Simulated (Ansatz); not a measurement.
Set up this calculation in Ansatz 0.2.0, as the native input.

| Item | Value |
| --- | --- |
| Task | projected density of states |
| Functional | PBEsol |
| Potentials or basis | Ansatz PAW |
| Cutoff | 420 eV (not typed: the program's choice for these potentials) |
| k mesh | 7 × 7 × 5 |
| Occupations | fermi-dirac, width 0.05 eV |
| Spin | collinear spin, ferromagnetic start |
| Starting moments | [0.0, 0.0, 4.0, 4.0] μB |
| Hubbard terms | Mn d U = 5 eV |
| Hubbard projectors | ortho-atomic (the default) |
| Double counting | fll (the default) |

MnSb:

```
Sb Mn
1.0
     4.15000    0.00000    0.00000
    -2.07500    3.59401    0.00000
     0.00000    0.00000    5.78000
Sb Mn
2 2
Direct
  0.66667 0.33333 0.75000
  0.33333 0.66667 0.25000
  0.00000 0.00000 0.50000
  0.00000 0.00000 0.00000
```

The input as run:

input.yaml

```yaml
crystal:
  lattice:
    - [4.15, 0.0, 0.0]
    - [-2.075, 3.5940054257, 0.0]
    - [0.0, 0.0, 5.78]
  atoms:
    - { symbol: Sb, position: [0.6666666667, 0.3333333333, 0.75] }
    - { symbol: Sb, position: [0.3333333333, 0.6666666667, 0.25] }
    - { symbol: Mn, position: [0.0, 0.0, 0.5], spin: 4.0 }
    - { symbol: Mn, position: [0.0, 0.0, 0.0], spin: 4.0 }
hamiltonian:
  xc: pbesol
  pseudopotentials: { kind: paw }
  hubbard: { sites: [{ species: Mn, l: d, u_eff: 5.0 }] }
magnetization:
  spin_polarized: true
kpoints:
  mp_grid: { grid: [7, 7, 5] }
scf:
  occupations: { method: fermi_dirac, width: 0.05 }
  n_extra_bands: 10
output:
  forces: true
  stress: true
  eigenvalues: true
  dos: { projected: true, de: 0.05, nscf_kmesh: { grid: [11, 11, 8] } }
```

Potentials or basis: Ansatz PAW.

The run is started by

```bash
$ ansatz run input.yaml --threads 2 --pin off --max-ram 5632MiB --backend cpu --events-out ev --progress --plain --runs-dir out
```

Results of the run:

```
Pressure                             : 6.3 GPa
Band gap on the k mesh               : none (metal or under the smearing width)
Net moment                           : 8.19 μB per cell
Absolute moment                      : 9.54 μB per cell
Site moments                         : Sb -0.21; Mn +4.27 μB
Density of states at the Fermi level : 1.06 states/eV per cell
```

Caveat: the magnetic or orbital state may not be the lowest; only a ferromagnetic start was run, and an antiferromagnetic order may lie lower in energy; the PAW data sets come from PBE, with cores solved anew for the run's functional, which leaves a small shift of forces and pressure; the U is typed as a test and isn't derived for this compound; the density of states is complete only up to the lowest level of the last band computed.

Run time: 20 s on 2 threads of Arm Neoverse V2, with other jobs on the host, peak memory 0.61 GiB.
